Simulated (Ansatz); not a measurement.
**Be2C in Ansatz: convergence with k mesh**

Input of the first run (k mesh 3 × 3 × 3); the others differ in this setting and in those tied to it:

input.yaml

```yaml
crystal:
  lattice:
    - [0.0, 2.165, 2.165]
    - [2.165, 0.0, 2.165]
    - [2.165, 2.165, 0.0]
  atoms:
    - { symbol: C, position: [0.0, 0.0, 0.0] }
    - { symbol: Be, position: [0.75, 0.75, 0.75] }
    - { symbol: Be, position: [0.25, 0.25, 0.25] }
hamiltonian:
  xc: r2scan
  pseudopotentials: { kind: nc, source: spms }
kpoints:
  mp_grid: { grid: [3, 3, 3] }
scf:
  occupations: { method: gaussian, width: 0.1 }
output:
  forces: true
  stress: true
  eigenvalues: true
```

Potentials or basis: SPMS NC.

Launch:

```bash
$ ansatz run input.yaml --threads 2 --pin off --max-ram 5632MiB --backend cpu --events-out ev --progress --plain --runs-dir out
```

Hardware: 2 threads of Arm Neoverse V1, on a shared host.

| k mesh | energy less the tightest run, at zero smearing (meV/atom) | pressure (GPa) | gap on the mesh (eV) | SCF cycles | CPU time (s) | peak memory (GiB) |
| --- | --- | --- | --- | --- | --- | --- |
| 3 × 3 × 3 | 139.97 | 0.98 | 2.676 | 7 | 1.6 | 0.37 |
| 4 × 4 × 4 | 29.76 | -0.07 | 1.352 | 7 | 1.9 | 0.37 |
| 5 × 5 × 5 | 7.38 | -0.14 | 1.865 | 7 | 2.1 | 0.38 |
| 6 × 6 × 6 | 1.97 | -0.12 | 1.373 | 7 | 2.6 | 0.38 |
| 8 × 8 × 8 | 0.17 | -0.11 | 1.375 | 7 | 3.8 | 0.4 |
| 9 × 9 × 9 | 0.04 | -0.11 | 1.528 | 7 | 4.3 | 0.4 |
| 12 × 12 × 12 | 0.00 | -0.10 | 1.375 | 7 | 7.5 | 0.44 |
| 14 × 14 × 14 | -0.01 | -0.10 | 1.375 | 7 | 10 | 0.46 |
| 17 × 17 × 17 | 0.00 | -0.10 | 1.418 | 7 | 16 | 0.49 |

Against the tightest run, the energy stays within 1 meV/atom from 8 × 8 × 8 on; the pressure stays within 0.1 GPa from 4 × 4 × 4 on. Not settled before the last step: the gap on the mesh (to 0.01 eV). Meshes of other sizes hit other points, so gaps and Fermi surfaces needn't settle smoothly. The tightest run that finished is the yardstick and may itself not be fully converged.

Caveat, for the tightest run too: the meta-GGA runs on potentials made for a GGA; odd divisions of the mesh miss points on the zone boundary, where band edges often lie, so the gap on the mesh can be too wide; the pressure holds a Pulay correction of +0.3 GPa for the finite cutoff; the potentials were made for another functional, which shifts forces and pressure.
